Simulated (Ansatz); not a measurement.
## TaC (Fm-3m) under several functionals

Plane-wave DFT in Ansatz with scalar-relativistic PAW potentials. The same structure was relaxed (cell and atoms, symmetry kept) in separate runs at each level. No spin polarisation.

| level | cutoff (eV) | k mesh | V (Å³/atom) | a (Å) | B0 (GPa) |
| --- | --- | --- | --- | --- | --- |
| PBE+D3(BJ) | 420 | 16×16×16 | 10.975 | 4.445 | – |
| r2SCAN | 500 | 16×16×16 | 11.105 | 4.462 | 339 |
| PBE | 420 | 16×16×16 | 11.203 | 4.475 | 324 |

**Question.** Where does PBEsol (420 eV, k mesh 16×16×16) fall?

**Answer.** V (Å³/atom) 10.939, a (Å) 4.440. Its volume is the smallest of the set. The usual order of volumes, PBEsol < PBE, holds here (10.939, 11.203 Å³/atom). As a rule PBEsol, built on the gradient expansion of slowly varying densities, lies between LDA and PBE; PBE's stronger gradient term for exchange weakens bonds. Adding D3 to PBE changes the volume by -2.0 %; the term is attractive, so it pulls cells in. In metals the pairwise form ignores screening by the conduction electrons and often pulls in too far. r2SCAN lies 0.9 % under PBE in volume.

Spin–orbit coupling is left out, which can shift energies with elements as heavy as these.